Five standard density functionals, applied to one and the same tungsten crystal, do not agree on whether it is squeezed or stretched. LDA and SCAN say that the cell is too large and wants to shrink; PBE, r2SCAN and TPSS say that it is too small and wants to grow. The failure lies in the approximate exchange-correlation energy, and much of it can be recognised without any measured value. The tempting next step, to declare the functional with the pressure nearest zero the best, is a second failure, this time of the reading.

VASP 6.6.1, Kohn-Sham DFT with PAW potentials, for body-centred cubic tungsten in one fixed cell (cubic edge 3.1647 Å), without spin polarisation, spin-orbit coupling or dispersion correction. All runs use a 12 × 12 × 12 k-mesh, a plane-wave cutoff of 520 eV and Fermi-Dirac smearing of 0.05 eV. Pressure is positive in compression.

```tsv
functional	potentials	pressure (GPa)
LDA	VASP-PAW-LDA-potentials,-recommended	-7.250
PBE	VASP-PAW-PBE-potentials,-recommended	6.430
r2SCAN	VASP-PAW-PBE-potentials,-recommended	2.790
SCAN	VASP-PAW-PBE-potentials,-recommended	-3.770
TPSS	VASP-PAW-PBE-potentials,-recommended	3.330
```

The pressure in the table is positive when the crystal pushes outwards against its cell. The atoms and the cell are the same in every row, so there is only one true static pressure, the pressure with the nuclei at rest. LDA and PBE lie 13.7 GPa apart. Wherever the true value lies, the errors of these two add up to at least that gap, and one of them must therefore be wrong by at least half of it, about 7 GPa.

For practical use a length says more than a pressure. For a small mismatch the cell edge would change by the fraction $P/(3B)$, where $P$ is the pressure and $B$ the bulk modulus, roughly 310 GPa for tungsten as recalled. LDA would then shorten the edge by about 0.8 % and PBE would lengthen it by about 0.7 %. Differences that look harmless as lengths become large stresses because tungsten is so stiff.

What the gap between LDA and PBE means in energy follows from what a pressure is. It is the rate at which the energy falls as the volume grows, $P=-\mathrm{d}E/\mathrm{d}V$, so a difference in pressure means that the energy difference between two functionals changes with volume. Here the PBE energy falls relative to the LDA energy by about 14 meV per atom for each 1 % of added volume. Each of the two rows uses potentials made for its own functional, and the gap belongs to the functional and its potentials together.

Theory suggests a reason for the direction. LDA treats each point of the crystal as a piece of uniform electron gas, while PBE also looks at how steeply the density changes and lowers the exchange energy where it changes steeply. What counts is the steepness relative to the local density $n$, measured by $|\nabla n|/n^{4/3}$. When the crystal expands, neighbouring atoms overlap less, the density falls off more steeply away from each atom, and this ratio is expected to rise. The gradient term in PBE correlation works the other way and cancels that of exchange while gradients are weak, but exchange is expected to win as the ratio grows. In a metal as dense as tungsten the density between the atoms is nearly flat, so the two terms should largely cancel there; the net effect is expected from closer in, where the outer core shells give way to the valence electrons and the ratio is moderate. Expansion should then earn an extra lowering of the energy in PBE that LDA does not know, and this acts as an outward push. The argument uses nothing peculiar to tungsten, so shorter bonds in LDA than in PBE are to be expected in other metals too.

It is tempting to go further and let the strength of this gradient term decide everything. For a slowly varying density, the coefficient of the term in exchange is zero in LDA and about 0.22 in PBE, whereas the exact value is about 0.12. TPSS, SCAN and r2SCAN are meta-GGAs, which means that they also use the kinetic-energy density of the electrons, and they share this exact value. A straight line drawn through LDA and PBE would put all three near 0.2 GPa.

The table speaks against that picture. TPSS and r2SCAN lie about 3 GPa above the predicted value and SCAN lies 4 GPa below it. LDA and PBE define the line and so cannot test it, and the line is shaky from the start: since PBE correlation cancels the exchange term at weak gradients, the net coefficient is zero in LDA and PBE alike, so their gap cannot come from the slowly varying limit. The picture also demands one and the same pressure from the three functionals that share a coefficient, and they spread over 7 GPa. That spread comes almost wholly from SCAN, since TPSS and r2SCAN agree to about 0.5 GPa. All three runs also use potentials made for PBE, an approximation whose effect on the pressure is not tested here. Near the atoms the density presumably varies too quickly for the slowly varying limit to settle the matter, though no density is examined here. What each functional does with stronger gradients, with the kinetic-energy density and with correlation can count as well, and in these runs a place on a higher rung of theory does not fix even the sign of the pressure.

The most puzzling pair is SCAN and r2SCAN. The second is a smoothed version of the first, made to be easier on numerical grids, yet they differ by 6.6 GPa and in sign. The smoothing changes the functional itself, so part of the difference may be real. Part may be numerical: in the SCAN run, electron levels that symmetry requires to be equal are split by up to about 2 meV, while in the PBE run they agree to the digits given. One such pair, at the centre of the Brillouin zone, lies at 13.723 and 13.725 eV with SCAN, but at 13.7082 eV for both levels with PBE. The SCAN and r2SCAN runs were also stopped at a looser energy threshold, $10^{-6}$ eV against $10^{-7}$ eV in the other three. Such a splitting does not prove an error in the pressure, but it is a reason to repeat the run on a finer grid and with a tighter threshold, and no such test is at hand.

There remains the question of which functional is best, and here zero is a treacherous target. The calculation holds the nuclei still, whereas in a real crystal they vibrate, and their vibration pushes the cell outwards. If the cell is that of real tungsten at room temperature, which the table does not state, the static pressure must be negative by just enough to balance this push.

The size of the push can be estimated from $P_\mathrm{vib}=\gamma E_\mathrm{vib}/V$. Here $V$ is the volume per atom, 15.85 Å³, and $\gamma$, roughly 1.6, says how strongly the vibrations stiffen on compression. The vibrational energy follows from the Debye model, $E_\mathrm{vib}\approx 3kT\,[1+\theta^2/(20T^2)]$, with $k$ the Boltzmann constant, $T$ = 300 K and a recalled Debye temperature $\theta$ of roughly 350 K. This gives about 0.083 eV per atom. Multiplied by 1.6 and divided by the volume, it becomes 0.0084 eV/Å³, or about 1.3 GPa.

That modest shift changes the ranking. Measured from zero, r2SCAN is closer than SCAN; measured from −1.3 GPa, SCAN is off by 2.4 GPa and r2SCAN by 4.1 GPa. LDA and PBE change places in the same way. The order of SCAN and r2SCAN turns over once the target drops below about −0.5 GPa, so the estimate could be too large by a factor of two and the reversal would stand. It is no award for SCAN, whose grid is untested, and spin-orbit coupling, which is missing from all five rows, or a denser k-mesh could shift the computed pressures together; a common shift downwards of less than 1 GPa would undo the reversal.

The safe rule is to treat the pressure of a fixed cell as a property of the functional as much as of the metal. Even r2SCAN, the nearest of the five to zero, starts from about 2.8 GPa, and a stress computed in this cell would carry the offset of its functional along with any real load. Before elastic or thermal stresses are calculated, the cell should be relaxed with the very functional that will be used, and a functional should be judged with the vibrations either removed from the reference or added to the calculation.
